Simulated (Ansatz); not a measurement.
# Li: the cost of one run

Method: DFT PBE, scalar-relativistic, plane waves, PAW, in Ansatz 0.2.0.

**1. The structure to begin with**

It takes space group P1 (No. 1, triclinic). The conventional cell has a = 5.118 Å, b = 5.606 Å, c = 6.048 Å, α = 107.94°, β = 94.27°, γ = 106.43°. Li (site symmetry 1) is surrounded by 1 Li at 1.80 Å. Li (site symmetry 1) is surrounded by 1 Li at 1.97 Å. Li (site symmetry 1) has 2 Li at 2.54 to 2.62 Å as nearest neighbours. Around Li (site symmetry 1) lie 2 Li at 2.54 to 2.63 Å.

Structure file:

```
CELL_PARAMETERS angstrom
5.11829 0.00000 0.00000
-1.58564 5.37740 0.00000
3.08208 3.30169 5.66315
ATOMIC_POSITIONS crystal
Li 0.26837 0.28638 0.09979
Li 0.63671 0.64566 0.11303
Li 0.33442 0.05689 0.64865
Li 0.01961 0.07026 0.03754
Li 0.84386 0.43291 0.99445
Li 0.22943 0.67500 0.53295
```

**2. Coarse relaxation**

input.yaml reads:

```yaml
crystal:
  lattice:
    - [5.1182879562, 0.0, 0.0]
    - [-1.585643411, 5.3773953088, 0.0]
    - [3.0820827943, 3.3016859786, 5.6631503542]
  atoms:
    - { symbol: Li, position: [0.2683741383, 0.2863808021, 0.0997899959] }
    - { symbol: Li, position: [0.6367099985, 0.645660646, 0.1130320324] }
    - { symbol: Li, position: [0.3344173354, 0.0568874659, 0.648647554] }
    - { symbol: Li, position: [0.0196123566, 0.0702584267, 0.0375445725] }
    - { symbol: Li, position: [0.8438551608, 0.4329131741, 0.9944535393] }
    - { symbol: Li, position: [0.2294320753, 0.6749983762, 0.5329466905] }
basis:
  ecutwfc: 420
kpoints:
  mp_grid: { grid: [4, 4, 4] }
hamiltonian:
  xc: pbe
scf:
  occupations: { method: gaussian, width: 0.1 }
  lower_state_search: "off"
output:
  forces: true
  stress: true
  eigenvalues: true
relax:
  adjacent_minimum: "off"
  f_tol: 0.04
  max_steps: 70
  cell: { stress_tol: 0.4 }
```

**Question.** How long does this run take on 1 thread of an x86-64 CPU, shared host, and how much memory does it need?

About 75 s, with a peak of 0.43 GiB.
